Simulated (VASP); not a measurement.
# IrO2 (lda) (P4_2/mnm) in VASP: a series of runs

Runs on IrO2 (lda). Level: LDA. Tasks: single point, relaxation of cell and atoms.

All numbers are computed with VASP 6.6.1; they aren't measurements. Logs are shortened: lines on timing, memory, paths and dates and some standing lists are left out, and cuts for length are marked.

## 1. Starting point

It takes space group P4_2/mnm (No. 136, tetragonal). The conventional cell has a = 4.433 Å, b = 4.433 Å, c = 3.136 Å, α = 90.00°, β = 90.00°, γ = 90.00°. Ir (site symmetry mmm) is surrounded by 6 O at 1.94 to 1.97 Å. O (site symmetry m2m) has 3 Ir at 1.94 to 1.97 Å as nearest neighbours.

## 2. Single point, LDA

File INCAR:

```
ALGO = Fast
EDIFF = 1E-6
ENCUT = 520
GGA = CA
ISIF = 2
ISMEAR = 0
LASPH = T
LCHARG = T
LELF = T
LREAL = F
LVHAR = T
LWAVE = F
NBANDS = 30
NELM = 100
PREC = Accurate
SIGMA = 0.1
```

File KPOINTS:

```
k-points
0
Gamma
  8 8 12
```

File POSCAR:

```
IrO2
1.0
    4.4331629210      0.0000000000      0.0000000000
    0.0000000000      4.4331629210      0.0000000000
    0.0000000000      0.0000000000      3.1356315599
Ir O
2 4
Direct
    0.0000000000      0.0000000000      0.0000000000
    0.5000000000      0.5000000000      0.5000000000
    0.3090018358      0.3090018358      0.0000000000
    0.1909981642      0.8090018358      0.5000000000
    0.6909981642      0.6909981642      0.0000000000
    0.8090018358      0.1909981642      0.5000000000
```

Potentials or basis: VASP PAW LDA potentials, release 64 (Ir, O).

Command:

```
> cat potpaw_LDA.64/Ir/POTCAR potpaw_LDA.64/O/POTCAR > POTCAR
> mpirun -np 1 vasp_std > vasp.out
```

OUTCAR:

```text
EDIFF = 1E-6
   ENCUT = 520
   GGA = CA
   ISIF = 2
   ISMEAR = 0
   LASPH = T
   LREAL = F
   NELM = 100
   PREC = Accurate

 ion  position               nearest neighbor table
   1  0.000  0.000  0.000-   3 1.94   5 1.94   4 1.97   6 1.97   4 1.97   6 1.97
   2  0.500  0.500  0.500-   4 1.94   6 1.94   5 1.97   3 1.97   3 1.97   5 1.97
   3  0.309  0.309  0.000-   1 1.94   2 1.97   2 1.97
   4  0.191  0.809  0.500-   2 1.94   1 1.97   1 1.97
   5  0.691  0.691  0.000-   1 1.94   2 1.97   2 1.97
   6  0.809  0.191  0.500-   2 1.94   1 1.97   1 1.97

  LATTYP: Found a simple tetragonal cell.
 ALAT       =     4.4331629210
 C/A-ratio  =     0.7073125026

  Lattice vectors:

 A1 = (   4.4331629210,   0.0000000000,   0.0000000000)
 A2 = (   0.0000000000,   4.4331629210,   0.0000000000)
 A3 = (   0.0000000000,   0.0000000000,   3.1356315599)

Analysis of symmetry for initial positions (statically):
=====================================================================
 Subroutine PRICEL returns:
 Original cell was already a primitive cell.

 Routine SETGRP: Setting up the symmetry group for a
 simple tetragonal supercell.

 Subroutine GETGRP returns: Found 16 space group operations
 (whereof  8 operations were pure point group operations)
 out of a pool of 16 trial point group operations.

The static configuration has the point symmetry D_2h.
 The point group associated with its full space group is D_4h.

Analysis of symmetry for dynamics (positions and initial velocities):
=====================================================================
 Subroutine PRICEL returns:
 Original cell was already a primitive cell.

 Routine SETGRP: Setting up the symmetry group for a
 simple tetragonal supercell.

 Subroutine GETGRP returns: Found 16 space group operations
 (whereof  8 operations were pure point group operations)
 out of a pool of 16 trial point group operations.

The dynamic configuration has the point symmetry D_2h.
 The point group associated with its full space group is D_4h.

 Subroutine INISYM returns: Found 16 space group operations
 (whereof  8 operations are pure point group operations),
 and found     1 'primitive' translations

----------------------------------------------------------------------------------------

                                     Primitive cell

  volume of cell :      61.6244

  direct lattice vectors                    reciprocal lattice vectors
     4.433162921  0.000000000  0.000000000     0.225572581  0.000000000  0.000000000
     0.000000000  4.433162921  0.000000000     0.000000000  0.225572581  0.000000000
     0.000000000  0.000000000  3.135631560     0.000000000  0.000000000  0.318915019

  length of vectors
     4.433162921  4.433162921  3.135631560     0.225572581  0.225572581  0.318915019

  position of ions in fractional coordinates (direct lattice)
     0.000000000  0.000000000  0.000000000
     0.500000000  0.500000000  0.500000000
     0.309001836  0.309001836  0.000000000
     0.190998164  0.809001836  0.500000000
     0.690998164  0.690998164  0.000000000
     0.809001836  0.190998164  0.500000000

  ion indices of the primitive-cell ions
   primitive index   ion index
                 1           1
                 2           2
                 3           3
                 4           4
                 5           5
                 6           6

----------------------------------------------------------------------------------------

 KPOINTS: k-points

Automatic generation of k-mesh.
 Grid dimensions read from file:
 generate k-points for:    8    8   12

 Generating k-lattice:

  Cartesian coordinates                     Fractional coordinates (reciprocal lattice)
     0.028196573  0.000000000  0.000000000     0.125000000  0.000000000  0.000000000
     0.000000000  0.028196573  0.000000000     0.000000000  0.125000000  0.000000000
     0.000000000  0.000000000  0.026576252     0.000000000  0.000000000  0.083333333

  Length of vectors
     0.028196573  0.028196573  0.026576252

  Shift w.r.t. Gamma in fractional coordinates (k-lattice)
     0.000000000  0.000000000  0.000000000

 Subroutine IBZKPT returns following result:
 ===========================================

 Found    105 irreducible k-points:

 Following reciprocal coordinates:
            Coordinates               Weight
  0.000000  0.000000  0.000000      1.000000
  0.125000  0.000000  0.000000      4.000000
  0.250000  0.000000  0.000000      4.000000
  0.375000  0.000000  0.000000      4.000000
  0.500000  0.000000  0.000000      2.000000
  0.125000  0.125000  0.000000      4.000000
[... 16 lines left out ...]
  0.375000  0.125000  0.083333     16.000000
  0.500000  0.125000  0.083333      8.000000
 [... further k-points ...]
   k-points           NKPTS =    105   k-points in BZ     NKDIM =    105   number of bands    NBANDS=     30
   number of dos      NEDOS =    301   number of ions     NIONS =      6
   total plane-waves  NPLWV =  31104
   dimension x,y,z NGX =    36 NGY =   36 NGZ =   24
   dimension x,y,z NGXF=    72 NGYF=   72 NGZF=   48
   ions per type =               2   4
   NGX,Y,Z   is equivalent  to a cutoff of  13.50, 13.50, 12.72 a.u.
   NGXF,Y,Z  is equivalent  to a cutoff of  27.00, 27.00, 25.45 a.u.
 SYSTEM =  unknown system
   PREC   = accura    normal or accurate (medium, high low for compatibility)
   ISTART =      0    job   : 0-new  1-cont  2-samecut
   ICHARG =      2    charge: 1-file 2-atom 10-const
   ISPIN  =      1    spin polarized calculation?
   LNONCOLLINEAR =      F non collinear calculations
   LSORBIT =      F    spin-orbit coupling
   LASPH  =      T    aspherical Exc in radial PAW
   ENCUT  =  520.0 eV  38.22 Ry    6.18 a.u.   8.24  8.24  5.83*2*pi/ulx,y,z
   NELM   =    100;   NELMIN=  2; NELMDL= -5     # of ELM steps
   EDIFF  = 0.1E-05   stopping-criterion for ELM
   LREAL  =      F    real-space projection
   EDIFFG = 0.1E-04   stopping-criterion for IOM
   NSW    =      0    number of steps for IOM
   IBRION =     -1    ionic relax: 0-MD 1-quasi-New 2-CG
   NFREE  =      0    steps in history (QN), initial steepest desc. (CG)
   ISIF   =      2    stress and relaxation
   ISYM   =      2    0-nonsym 1-usesym 2-fastsym
   POTIM  = 0.5000    time-step for ionic-motion
   TEBEG  =    0.0;   TEEND  =   0.0 temperature during run
   PSTRESS=    0.0 pullay stress
   NELECT =      42.0000    total number of electrons
   NUPDOWN=      -1.0000    fix difference up-down
   EMIN   =  10.00;   EMAX   =-10.00  energy-range for DOS
   EFERMI =   0.00;   METHOD = LEGACY
   ISMEAR =     0;   SIGMA  =   0.10  broadening in eV -4-tet -1-fermi 0-gaus
   EFERMI_NEDOS =   21; number of points for ismear=-14 and -15
   IALGO  =     68    algorithm
   IMIX   =      4    mixing-type and parameters
     AMIX     =   0.40;   BMIX     =  1.00
     AMIX_MAG =   1.60;   BMIX_MAG =  1.00
  volume/ion in A,a.u.               =      10.27        69.31
  Fermi-wavevector in a.u.,A,eV,Ry     =   1.440701  2.722530 28.240507  2.075619
  Thomas-Fermi vector in A             =   2.559415
   LORBIT       =      0    0 simple, 1 ext, 2 COOP (PROOUT), +10 PAW based schemes
   GGA     = CA    functional components
   LHFCALC =     F    Hartree Fock is set to
   AEXX    =    0.0000 exact exchange contribution
   IVDW    =     0    specifies the selected vdW correction
   LEPSILON=     F    determine dielectric tensor
   LRPA    =     F    only Hartree local field effects (RPA)
 non-spin polarized calculation
 RMM-DIIS sequential band-by-band and
 Gauss-broadening in eV      SIGMA  =   0.10
  energy-cutoff  :      520.00
  volume of cell :       61.62
 maximum number of plane-waves:      1682
 NGX is ok and might be reduce to    36
   NGX = 17   NGY = 17   NGZ = 11

 number of electron      42.0000000 magnetization

 Free energy of the ion-electron system (eV)
  ---------------------------------------------------
  ext. energy  EPLUGINS =         0.00000000
  ---------------------------------------------------
  free energy    TOTEN  =       -48.80918347 eV

  energy without entropy =      -48.79759454  energy(sigma->0) =      -48.80338901

 E-fermi :   6.5759     XC(G=0): -12.7062

 val. band max:        6.5664378330   @ k =   0.3750   0.3750   0.1667
 cond. band min:       6.5927971147   @ k =   0.2500   0.0000   0.3333
 fundamental gap:      0.0263592817
 Fermi energy:         6.5758586916

 k-point     1 :       0.0000    0.0000    0.0000
  band No.  band energies     occupation
      1     -14.8494      2.00000
      2     -13.5359      2.00000
      3     -12.2612      2.00000
      4     -12.2612      2.00000
      5      -3.7765      2.00000
      6      -3.5816      2.00000
[... 22 lines left out ...]
     29      14.8902      0.00000
     30      19.1005      0.00000

 k-point     2 :       0.1250    0.0000    0.0000
  band No.  band energies     occupation
      1     -14.7820      2.00000
      2     -13.5250      2.00000
      3     -12.3596      2.00000
      4     -12.3079      2.00000
      5      -3.6026      2.00000
      6      -3.4487      2.00000
[... 22 lines left out ...]
     29      14.9634      0.00000
     30      18.7090      0.00000

 k-point     3 :       0.2500    0.0000    0.0000
  band No.  band energies     occupation
      1     -14.5861      2.00000
      2     -13.5208      2.00000
      3     -12.5900      2.00000
      4     -12.4322      2.00000
      5      -3.1407      2.00000
      6      -3.0786      2.00000
[... 22 lines left out ...]
     29      15.2313      0.00000
     30      18.1335      0.00000

 k-point     4 :       0.3750    0.0000    0.0000
  band No.  band energies     occupation
      1     -14.2856      2.00000
      2     -13.6328      2.00000
      3     -12.7637      2.00000
      4     -12.5947      2.00000
      5      -2.5769      2.00000
      6      -2.5673      2.00000
[... 616 lines left out ...]
     29      15.5238      0.00000
     30      18.0194      0.00000

 k-point    23 :       0.3750    0.1250    0.0833
  band No.  band energies     occupation
      1     -14.2117      2.00000
      2     -13.6135      2.00000
      3     -12.8131      2.00000
      4     -12.5644      2.00000
      5      -3.0421      2.00000
      6      -2.1423      2.00000
[... 22 lines left out ...]
     29      15.9817      0.00000
     30      17.4079      0.00000

 k-point    24 :       0.5000    0.1250    0.0833
  band No.  band energies     occupation
      1     -13.8970      2.00000
      2     -13.8970      2.00000
      3     -12.7256      2.00000
      4     -12.7256      2.00000
      5      -2.5054      2.00000
      6      -2.5054      2.00000
[... 22 lines left out ...]
     29      16.6696      0.00000
     30      16.6696      0.00000

 [... further k-points ...]

------------------------ aborting loop because EDIFF is reached ----------------------------------------

  FORCE on cell =-STRESS in cart. coord.  units (eV):
  Direction    XX          YY          ZZ          XY          YZ          ZX
  --------------------------------------------------------------------------------------
  -------------------------------------------------------------------------------------
  Total        1.4325243      1.4325243      1.9649503      0.0000000      0.0000000      0.0000000
  in kB       37.2443293     37.2443293     51.0869220      0.0000000      0.0000000      0.0000000
  external PRESSURE =      41.8585269 kB  Pullay stress =       0.0000000 kB

 VOLUME and BASIS-vectors are now :
 -----------------------------------------------------------------------------
  energy-cutoff  :      520.00
  volume of cell :       61.62
      direct lattice vectors                 reciprocal lattice vectors
     4.433162921  0.000000000  0.000000000     0.225572581  0.000000000  0.000000000
     0.000000000  4.433162921  0.000000000     0.000000000  0.225572581  0.000000000
     0.000000000  0.000000000  3.135631560     0.000000000  0.000000000  0.318915019

 POSITION                                       TOTAL-FORCE (eV/Angst)
 -----------------------------------------------------------------------------------
      0.00000      0.00000      0.00000         0.000000      0.000000      0.000000
      2.21658      2.21658      1.56782         0.000000      0.000000      0.000000
      1.36986      1.36986      0.00000        -0.009856     -0.009856     -0.000000
      0.84673      3.58644      1.56782         0.009856     -0.009856      0.000000
      3.06331      3.06331      0.00000         0.009856      0.009856      0.000000
      3.58644      0.84673      1.56782        -0.009856      0.009856      0.000000
 -----------------------------------------------------------------------------------
    total drift:                                0.000000     -0.000000     -0.000000

  FREE ENERGIE OF THE ION-ELECTRON SYSTEM (eV)
  ---------------------------------------------------
  free  energy   TOTEN  =       -48.8091834739 eV

  energy  without entropy=      -48.7975945400  energy(sigma->0) =      -48.80338901
```

Run time: 76 s. Hardware: 1 thread of Intel Xeon 6975P-C (Granite Rapids), shared host; peak memory 0.26 GiB.

What came out:

* Free energy: -48.8092 eV
* Pressure: 4.2 GPa
* Largest force: 0.014 eV/Å
* Band gap on the k mesh: none (metal or under the smearing width)

Forces in eV/Å, atoms in the order of the input:
```
Ir   0.000  0.000  0.000
Ir   0.000  0.000  0.000
O   -0.010 -0.010  0.000
O    0.010 -0.010  0.000
O    0.010  0.010  0.000
O   -0.010  0.010  0.000
```

Levels at points of the mesh, in eV from the Fermi level:
```
           k point  band 19  band 20  band 21  band 22  band 23  band 24
(0.00, 0.00, 0.00)    -2.49    -2.44    -2.29     0.89     1.34     4.32
(0.50, 0.00, 0.00)    -1.37    -1.37    -0.32    -0.32     3.66     3.66
(0.50, 0.50, 0.00)    -2.55    -2.55     0.21     0.21     2.74     2.74
(0.00, 0.00, 0.50)    -0.71    -0.71     0.29     0.29     2.35     2.35
(0.50, 0.00, 0.50)    -1.89    -1.89     0.58     0.58     1.25     1.25
(0.50, 0.50, 0.50)    -1.32    -1.32    -0.53    -0.53     2.31     2.31
```

## 3. Relaxation of cell and atoms, LDA

File INCAR:

```
  PREC = Accurate
  ENCUT = 600
  EDIFF = 1E-7
  ISMEAR = 0
  SIGMA = 0.1
  LREAL = False
  LASPH = True
  NELM = 100
  ALGO = Fast
  ISIF = 3
  LWAVE = False
  LCHARG = False
  IBRION = 2
  NSW = 100
  EDIFFG = -0.002
```

File KPOINTS:

```
regular mesh
0
Gamma
  8 8 12
```

File POSCAR:

```
IrO2
1.0
    4.4328503462      0.0000000000      0.0000000000
    0.0000000000      4.4328503462      0.0000000000
    0.0000000000      0.0000000000      3.1378158739
Ir O
2 4
Direct
    0.0000000000      0.0000000000      0.0000000000
    0.5000000000      0.5000000000      0.5000000000
    0.3091032525      0.3091032525      0.0000000000
    0.1908967475      0.8091032525      0.5000000000
    0.6908967475      0.6908967475      0.0000000000
    0.8091032525      0.1908967475      0.5000000000
```

Potentials or basis: VASP PAW LDA potentials, release 64 (Ir, O).

Command:

```
> cat potpaw_LDA.64/Ir/POTCAR potpaw_LDA.64/O/POTCAR > POTCAR
> mpirun -np 1 vasp_std > vasp.out
```

Run time: 6.8 min. Hardware: 1 thread of Intel Xeon 6975P-C (Granite Rapids), shared host; peak memory 0.3 GiB.

Results (log left out):

```yaml
Free_energy: -48.8287 eV
Relaxed_volume: 10.39 Å³/atom
Relaxed_cell: a = 4.450 Å, b = 4.450 Å, c = 3.148 Å, α = 90.00°, β = 90.00°, γ = 90.00°
Space_group_after_relaxing_to_0.05_Å: P4_2/mnm (No. 136)
Energy_gained_by_relaxing: 1.3 meV/atom
Ionic_steps: 11
Pressure_after_relaxing: 0.0 GPa
Band_gap_on_the_k_mesh: none (metal or under the smearing width)
```

Step by step:
```csv
step,energy change (eV),largest force (eV/Å),pressure (GPa),volume (Å³)
1,0.0000,0.0222,3.66,61.66
2,0.0285,0.1138,-7.37,63.78
3,-0.0075,0.0245,0.00,62.31
4,-0.0075,0.0238,0.11,62.30
5,-0.0075,0.0434,0.00,62.35
6,-0.0076,0.0124,0.03,62.33
7,-0.0076,0.0030,-0.03,62.34
8,-0.0076,0.0004,-0.06,62.35
9,-0.0076,0.0014,-0.05,62.35
10,-0.0076,0.0011,0.06,62.33
11,-0.0076,0.0004,0.00,62.34
```

Final structure:
```yaml
crystal:
  lattice:
    - [4.44979, 0.00000, 0.00000]
    - [0.00000, 4.44979, 0.00000]
    - [0.00000, 0.00000, 3.14823]
  atoms:
    - { symbol: Ir, position: [0.00000, 0.00000, 0.00000] }
    - { symbol: Ir, position: [0.50000, 0.50000, 0.50000] }
    - { symbol: O, position: [0.30904, 0.30904, 0.00000] }
    - { symbol: O, position: [0.19096, 0.80904, 0.50000] }
    - { symbol: O, position: [0.69096, 0.69096, 0.00000] }
    - { symbol: O, position: [0.80904, 0.19096, 0.50000] }
```

Levels at points of the mesh, in eV from the Fermi level:
```csv
k point,band 17,band 18,band 19,band 20,band 21,band 22,band 23,band 24,band 25
"(0.00, 0.00, 0.00)",-2.56,-2.56,-2.45,-2.40,-2.26,0.84,1.31,4.25,4.31
"(0.50, 0.00, 0.00)",-1.67,-1.67,-1.36,-1.36,-0.32,-0.32,3.61,3.61,3.73
"(0.50, 0.50, 0.00)",-2.58,-2.58,-2.52,-2.52,0.21,0.21,2.66,2.66,4.23
"(0.00, 0.00, 0.50)",-2.03,-2.03,-0.70,-0.70,0.29,0.29,2.29,2.29,2.84
"(0.50, 0.00, 0.50)",-2.91,-2.91,-1.87,-1.87,0.57,0.57,1.19,1.19,4.63
"(0.50, 0.50, 0.50)",-1.92,-1.92,-1.29,-1.29,-0.52,-0.52,2.24,2.24,3.29
```
